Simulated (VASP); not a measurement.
# MgSe (Fm-3m) in VASP: settings compared

The runs below take MgSe through electric field gradients, with r2SCAN, PBEsol, PBE, LDA.

All numbers are computed with VASP 6.6.1; they aren't measurements. Logs are shortened: lines on timing, memory, paths and dates and some standing lists are left out, and cuts for length are marked.

## 1. Starting point

Symmetry: Fm-3m, No. 225, cubic system. Conventional cell: a = 5.467 Å, b = 5.467 Å, c = 5.467 Å, α = 90.00°, β = 90.00°, γ = 90.00°. Mg (site symmetry m-3m) is surrounded by 6 Se at 2.73 Å. Around Se (site symmetry m-3m) lie 6 Mg at 2.73 Å.

The cell comes from a database or a generator and needn't be the stable form of this composition.

## 2. Electric field gradients, r2SCAN (volume scaled by 1.06)

POSCAR

```
MgSe
1.0
    0.0000000000      2.7873395544      2.7873395544
    2.7873395544      0.0000000000      2.7873395544
    2.7873395544      2.7873395544      0.0000000000
Mg Se
1 1
Direct
    0.0000000000      0.0000000000      0.0000000000
    0.5000000000      0.5000000000      0.5000000000
```

INCAR.step1

```
PREC = Accurate ; ENCUT = 520
ISMEAR = -1 ; SIGMA = 0.01
LREAL = False ; LASPH = True
NELM = 100 ; NBANDS = 11
GGA = PE ; ALGO = Normal
EDIFF = 1E-4 ; LWAVE = True
LCHARG = False
```

INCAR.step2

```
PREC = Accurate ; ENCUT = 520
EDIFF = 1E-8 ; ISMEAR = -1
SIGMA = 0.01 ; LREAL = False
LASPH = True ; NELM = 100
ALGO = Normal ; ISIF = 2
LWAVE = False ; LCHARG = False
METAGGA = R2SCAN ; LMIXTAU = True
LEFG = True ; NBANDS = 11
ISTART = 1
```

KPOINTS

```
regular mesh
0
Gamma
  10 10 10
```

Potentials or basis: VASP PAW PBE potentials, release 64 (Mg, Se).

Command:

```bash
> cat potpaw_PBE.64/Mg/POTCAR potpaw_PBE.64/Se/POTCAR > POTCAR
> cp INCAR.step1 INCAR
> mpirun -np 1 vasp_std > vasp.out
> cp INCAR.step2 INCAR
> mpirun -np 1 vasp_std > vasp.out
```

OUTCAR:

```text
PREC = Accurate
   ENCUT = 520
   EDIFF = 1E-8
   ISMEAR = -1
   LREAL = False
   LASPH = True
   NELM = 100
   ISIF = 2
   METAGGA = R2SCAN
   ISTART = 1

 ion  position               nearest neighbor table
   1  0.000  0.000  0.000-   2 2.79   2 2.79   2 2.79   2 2.79   2 2.79   2 2.79
   2  0.500  0.500  0.500-   1 2.79   1 2.79   1 2.79   1 2.79   1 2.79   1 2.79

  LATTYP: Found a face centered cubic cell.
 ALAT       =     5.5746791088

  Lattice vectors:

 A1 = (   0.0000000000,   2.7873395544,   2.7873395544)
 A2 = (   2.7873395544,   0.0000000000,   2.7873395544)
 A3 = (   2.7873395544,   2.7873395544,   0.0000000000)

Analysis of symmetry for initial positions (statically):
=====================================================================
 Subroutine PRICEL returns:
 Original cell was already a primitive cell.

 Routine SETGRP: Setting up the symmetry group for a
 face centered cubic supercell.

 Subroutine GETGRP returns: Found 48 space group operations
 (whereof 48 operations were pure point group operations)
 out of a pool of 48 trial point group operations.

The static configuration has the point symmetry O_h .

Analysis of symmetry for dynamics (positions and initial velocities):
=====================================================================
 Subroutine PRICEL returns:
 Original cell was already a primitive cell.

 Routine SETGRP: Setting up the symmetry group for a
 face centered cubic supercell.

 Subroutine GETGRP returns: Found 48 space group operations
 (whereof 48 operations were pure point group operations)
 out of a pool of 48 trial point group operations.

The dynamic configuration has the point symmetry O_h .

 Subroutine INISYM returns: Found 48 space group operations
 (whereof 48 operations are pure point group operations),
 and found     1 'primitive' translations

----------------------------------------------------------------------------------------

                                     Primitive cell

  volume of cell :      43.3111

  direct lattice vectors                    reciprocal lattice vectors
     0.000000000  2.787339554  2.787339554    -0.179382522  0.179382522  0.179382522
     2.787339554  0.000000000  2.787339554     0.179382522 -0.179382522  0.179382522
     2.787339554  2.787339554  0.000000000     0.179382522  0.179382522 -0.179382522

  length of vectors
     3.941893401  3.941893401  3.941893401     0.310699643  0.310699643  0.310699643

  position of ions in fractional coordinates (direct lattice)
     0.000000000  0.000000000  0.000000000
     0.500000000  0.500000000  0.500000000

  ion indices of the primitive-cell ions
   primitive index   ion index
                 1           1
                 2           2

----------------------------------------------------------------------------------------

 KPOINTS: regular mesh

Automatic generation of k-mesh.
 Grid dimensions read from file:
 generate k-points for:   10   10   10

 Generating k-lattice:

  Cartesian coordinates                     Fractional coordinates (reciprocal lattice)
    -0.017938252  0.017938252  0.017938252     0.100000000  0.000000000  0.000000000
     0.017938252 -0.017938252  0.017938252     0.000000000  0.100000000  0.000000000
     0.017938252  0.017938252 -0.017938252     0.000000000  0.000000000  0.100000000

  Length of vectors
     0.031069964  0.031069964  0.031069964

  Shift w.r.t. Gamma in fractional coordinates (k-lattice)
     0.000000000  0.000000000  0.000000000

 Subroutine IBZKPT returns following result:
 ===========================================

 Found     47 irreducible k-points:

 Following reciprocal coordinates:
            Coordinates               Weight
  0.000000  0.000000  0.000000      1.000000
  0.100000  0.000000  0.000000      8.000000
  0.200000  0.000000  0.000000      8.000000
  0.300000  0.000000  0.000000      8.000000
  0.400000  0.000000  0.000000      8.000000
  0.500000  0.000000  0.000000      4.000000
[... 16 lines left out ...]
  0.300000  0.300000  0.000000      6.000000
  0.400000  0.300000  0.000000     24.000000
 [... further k-points ...]
   k-points           NKPTS =     47   k-points in BZ     NKDIM =     47   number of bands    NBANDS=     11
   number of dos      NEDOS =    301   number of ions     NIONS =      2
   total plane-waves  NPLWV =  27000
   dimension x,y,z NGX =    30 NGY =   30 NGZ =   30
   dimension x,y,z NGXF=    60 NGYF=   60 NGZF=   60
   ions per type =               1   1
   NGX,Y,Z   is equivalent  to a cutoff of  12.65, 12.65, 12.65 a.u.
   NGXF,Y,Z  is equivalent  to a cutoff of  25.30, 25.30, 25.30 a.u.
 SYSTEM =  unknown system
   PREC   = accura    normal or accurate (medium, high low for compatibility)
   ISTART =      1    job   : 0-new  1-cont  2-samecut
   ICHARG =      0    charge: 1-file 2-atom 10-const
   ISPIN  =      1    spin polarized calculation?
   LNONCOLLINEAR =      F non collinear calculations
   LSORBIT =      F    spin-orbit coupling
   LASPH  =      T    aspherical Exc in radial PAW
   ENCUT  =  520.0 eV  38.22 Ry    6.18 a.u.   7.33  7.33  7.33*2*pi/ulx,y,z
   NELM   =    100;   NELMIN=  2; NELMDL=  0     # of ELM steps
   EDIFF  = 0.1E-07   stopping-criterion for ELM
   LREAL  =      F    real-space projection
   EDIFFG = 0.1E-06   stopping-criterion for IOM
   NSW    =      0    number of steps for IOM
   IBRION =     -1    ionic relax: 0-MD 1-quasi-New 2-CG
   NFREE  =      0    steps in history (QN), initial steepest desc. (CG)
   ISIF   =      2    stress and relaxation
   ISYM   =      2    0-nonsym 1-usesym 2-fastsym
   POTIM  = 0.5000    time-step for ionic-motion
   TEBEG  =    0.0;   TEEND  =   0.0 temperature during run
   PSTRESS=    0.0 pullay stress
   NELECT =       8.0000    total number of electrons
   NUPDOWN=      -1.0000    fix difference up-down
   EMIN   =  10.00;   EMAX   =-10.00  energy-range for DOS
   EFERMI =   0.00;   METHOD = LEGACY
   ISMEAR =    -1;   SIGMA  =   0.01  broadening in eV -4-tet -1-fermi 0-gaus
   EFERMI_NEDOS =   21; number of points for ismear=-14 and -15
   IALGO  =     38    algorithm
   IMIX   =      4    mixing-type and parameters
     AMIX     =   0.40;   BMIX     =  1.00
     AMIX_MAG =   1.60;   BMIX_MAG =  1.00
  volume/ion in A,a.u.               =      21.66       146.14
  Fermi-wavevector in a.u.,A,eV,Ry     =   0.932334  1.761856 11.826824  0.869247
  Thomas-Fermi vector in A             =   2.058921
   LORBIT       =      0    0 simple, 1 ext, 2 COOP (PROOUT), +10 PAW based schemes
   METAGGA = R2SCAN    functional components
   LHFCALC =     F    Hartree Fock is set to
   AEXX    =    0.0000 exact exchange contribution
   IVDW    =     0    specifies the selected vdW correction
   LEPSILON=     F    determine dielectric tensor
   LRPA    =     F    only Hartree local field effects (RPA)
 non-spin polarized calculation
  energy-cutoff  :      520.00
  volume of cell :       43.31
 maximum number of plane-waves:      1211
 NGX is ok and might be reduce to    30

 number of electron       7.9999999 magnetization

 Free energy of the ion-electron system (eV)
  ---------------------------------------------------
  ext. energy  EPLUGINS =         0.00000000
  ---------------------------------------------------
  free energy    TOTEN  =       -21.35070796 eV

  energy without entropy =      -21.35070796  energy(sigma->0) =      -21.35070796

 E-fermi :   2.6135     XC(G=0):  -9.5683

 val. band max:        2.4229086325   @ k =   0.0000   0.0000   0.0000
 cond. band min:       4.7639037151   @ k =   0.5000   0.5000   0.0000
 fundamental gap:      2.3409950826
 Fermi energy:         2.6135063835

 k-point     1 :       0.0000    0.0000    0.0000
  band No.  band energies     occupation
      1     -10.5981      2.00000
      2       2.4229      2.00000
      3       2.4229      2.00000
      4       2.4229      2.00000
      5       5.4502      0.00000
      6      10.4671      0.00000
      7      10.4671      0.00000
      8      10.4671      0.00000
      9      12.8627      0.00000
     10      12.8627      0.00000
     11      14.2343      0.00000

 k-point     2 :       0.1000    0.0000    0.0000
  band No.  band energies     occupation
      1     -10.5192      2.00000
      2       1.6525      2.00000
      3       2.3632      2.00000
      4       2.3632      2.00000
      5       6.1117      0.00000
      6      10.2069      0.00000
      7      10.6297      0.00000
      8      10.6297      0.00000
      9      12.0745      0.00000
     10      12.0745      0.00000
     11      13.9517      0.00000

 k-point     3 :       0.2000    0.0000    0.0000
  band No.  band energies     occupation
      1     -10.2996      2.00000
      2       0.2940      2.00000
      3       2.2172      2.00000
      4       2.2172      2.00000
      5       6.9186      0.00000
      6      10.2495      0.00000
      7      10.3864      0.00000
      8      10.3864      0.00000
      9      12.0647      0.00000
     10      12.0647      0.00000
     11      13.3599      0.00000

 k-point     4 :       0.3000    0.0000    0.0000
  band No.  band energies     occupation
      1      -9.9952      2.00000
      2      -0.9661      2.00000
      3       2.0538      2.00000
      4       2.0538      2.00000
      5       7.0477      0.00000
      6       9.6881      0.00000
      7       9.6881      0.00000
      8      11.1002      0.00000
      9      12.9922      0.00000
     10      13.2666      0.00000
     11      13.2666      0.00000
[... 239 lines left out ...]
 k-point    22 :      -0.2000    0.2000    0.0000
  band No.  band energies     occupation
      1      -9.8960      2.00000
      2      -0.7491      2.00000
      3       0.8472      2.00000
      4       2.1134      2.00000
      5       8.3216      0.00000
      6       9.1523      0.00000
      7       9.8772      0.00000
      8       9.9982      0.00000
      9      12.0218      0.00000
     10      15.5424      0.00000
     11      15.7724      0.00000

 k-point    23 :       0.3000    0.3000    0.0000
  band No.  band energies     occupation
      1      -9.8090      2.00000
      2      -0.5957      2.00000
      3       1.2329      2.00000
      4       1.2329      2.00000
      5       6.2629      0.00000
      6       7.8634      0.00000
      7      11.1975      0.00000
      8      13.1602      0.00000
      9      13.1602      0.00000
     10      14.2375      0.00000
     11      17.4737      0.00000

 k-point    24 :       0.4000    0.3000    0.0000
  band No.  band energies     occupation
      1      -9.5945      2.00000
      2      -1.0477      2.00000
      3       0.8341      2.00000
      4       1.0837      2.00000
      5       5.9174      0.00000
      6       7.8958      0.00000
      7      11.6954      0.00000
      8      12.7176      0.00000
      9      14.1530      0.00000
     10      15.7688      0.00000
     11      18.0647      0.00000

 [... further k-points ...]
[... 5 lines left out ...]
  --------------------------------------------------------------------------------------
  -------------------------------------------------------------------------------------
  Total       -0.9635042     -0.9635042     -0.9635042      0.0000000     -0.0000000      0.0000000
  in kB      -35.6422055    -35.6422055    -35.6422055      0.0000000     -0.0000000      0.0000000
  external PRESSURE =     -35.6422055 kB  Pullay stress =       0.0000000 kB

 VOLUME and BASIS-vectors are now :
 -----------------------------------------------------------------------------
  energy-cutoff  :      520.00
  volume of cell :       43.31
      direct lattice vectors                 reciprocal lattice vectors
     0.000000000  2.787339554  2.787339554    -0.179382522  0.179382522  0.179382522
     2.787339554  0.000000000  2.787339554     0.179382522 -0.179382522  0.179382522
     2.787339554  2.787339554  0.000000000     0.179382522  0.179382522 -0.179382522

 POSITION                                       TOTAL-FORCE (eV/Angst)
 -----------------------------------------------------------------------------------
      0.00000      0.00000      0.00000        -0.000000      0.000000     -0.000000
      2.78734      2.78734      2.78734         0.000000     -0.000000      0.000000
 -----------------------------------------------------------------------------------
    total drift:                               -0.000000     -0.000000      0.000000

  FREE ENERGIE OF THE ION-ELECTRON SYSTEM (eV)
  ---------------------------------------------------
  free  energy   TOTEN  =       -21.3507079574 eV

  energy  without entropy=      -21.3507079574  energy(sigma->0) =      -21.35070796

 Electric field gradients (V/A^2)
---------------------------------------------------------------------
 ion       V_xx      V_yy      V_zz      V_xy      V_xz      V_yz
---------------------------------------------------------------------
   1      -0.000    -0.000     0.000     0.000     0.000     0.000
   2      -0.000    -0.000     0.000    -0.000    -0.000    -0.000
---------------------------------------------------------------------

 Electric field gradients after diagonalization (V/A^2)
 (convention: |V_zz| > |V_xx| > |V_yy|)
----------------------------------------------------------------------
 ion       V_xx      V_yy      V_zz     asymmetry (V_yy - V_xx)/ V_zz
----------------------------------------------------------------------
   1      -0.000    -0.000     0.000       0.000
   2       0.000     0.000    -0.001       0.000
----------------------------------------------------------------------

           NMR quadrupolar parameters

 Cq : quadrupolar parameter    Cq=e*Q*V_zz/h
 eta: asymmetry parameters     (V_yy - V_xx)/ V_zz
 Q  : nuclear electric quadrupole moment in mb (millibarn)
----------------------------------------------------------------------
 ion       Cq(MHz)       eta       Q (mb)
----------------------------------------------------------------------
   1       0.000       0.000       1.000
   2      -0.000       0.000       1.000
----------------------------------------------------------------------
```

Run time: 4.5 min. Hardware: 1 thread of Intel Xeon Platinum 8259CL at 2.50GHz (Skylake/Cascade Lake), shared host; peak memory 0.18 GiB.

Results:

| Quantity | Value |
| --- | --- |
| Free energy | -21.3507 eV |
| Pressure | -3.6 GPa |
| Band gap on the k mesh | 2.34 eV, indirect (least direct gap 3.03 eV) |

Levels at points of the mesh, in eV from the valence-band top:
```
           k point  band 1  band 2  band 3  band 4  band 5  band 6  band 7  band 8
(0.00, 0.00, 0.00)  -13.02    0.00    0.00    0.00    3.03    8.04    8.04    8.04
(0.50, 0.00, 0.00)  -12.02   -4.61   -0.53   -0.53    4.43    6.62    6.62    9.10
(0.50, 0.50, 0.00)  -11.73   -3.96   -1.66   -1.66    2.34    4.71   12.17   12.65
```

Electric field gradients, principal values (V/Å²):
| atom | Vxx | Vyy | Vzz |
| --- | --- | --- | --- |
| 1 Mg | 0.000 | 0.000 | 0.000 |
| 2 Se | 0.000 | 0.000 | -0.001 |

Caveat: the PAW data sets were made with another functional, which shifts forces and pressure a little.

(Part 1 of 3 ends here.)
